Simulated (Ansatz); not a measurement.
Here is an Ansatz 0.2.0 calculation.

The input input.yaml:

```yaml
crystal:
  lattice:
    - [0.0, 2.1554, 2.1554]
    - [2.1554, 0.0, 2.1554]
    - [2.1554, 2.1554, 0.0]
  atoms:
    - { symbol: Fe, position: [0.0, 0.0, 0.0], spin: 3.0 }
    - { symbol: O, position: [0.5, 0.5, 0.5] }
kpoints:
  mp_grid: { grid: [8, 8, 8] }
scf:
  occupations: { method: fermi_dirac, width: 0.05 }
hamiltonian:
  xc: pbesol
  pseudopotentials: { kind: all_electron, lapw: { basis_error: 0.001 } }
magnetization:
  spin_polarized: true
output: {}
phonons:
  method: fd
  supercell: [1, 1, 1]
```

Potentials or basis: all-electron LAPW, scalar-relativistic.

Run with:

```sh
$ ansatz run input.yaml --threads 2 --pin off --max-ram 6144MiB --backend cpu --events-out ev --progress --plain --runs-dir out
```

Estimate the highest phonon frequency at Γ.

224 cm⁻¹.

Estimate the net moment.

4.00 μB per cell.

Predict the site moments.

Fe +3.60; O +0.32 μB.

Phonon frequencies in cm⁻¹ (negative: imaginary):
```
              q point        frequencies
(0.000, 0.000, 0.000)  0 0 0 224 224 224
```

Caveat: the k mesh is thin for a metal, which can move the energy by tens of meV per atom; a metal's response needs a denser mesh; a cell with one magnetic atom can't hold antiferromagnetic order, which such compounds often take; semilocal functionals often make such compounds metallic where correlation or magnetic order opens a gap, which also shifts bond lengths.

**Experimental background.**

“W\"ustite: Electric, thermodynamic and optical properties of FeO”, 2012, arxiv:1203.1201 quotes, for a bulk crystal of FeO: band gap 2.4 eV (optical).

Measured gap of FeO: 2.4 eV (optical; quoted in “W\"ustite: Electric, thermodynamic and optical properties of FeO”, 2012, arxiv:1203.1201). This calculation gives 0.00 eV (-2.40 eV). So large a miss can be the level of theory's own, or it may mean another phase, state or a wrong row. The value is that of PBEsol on a finite k mesh, which can miss the band edges, without temperature or zero-point motion. Semilocal functionals fall short of measured gaps as a rule. The run's magnetic order (collinear spin, ferromagnetic start) needn't be the measured crystal's.
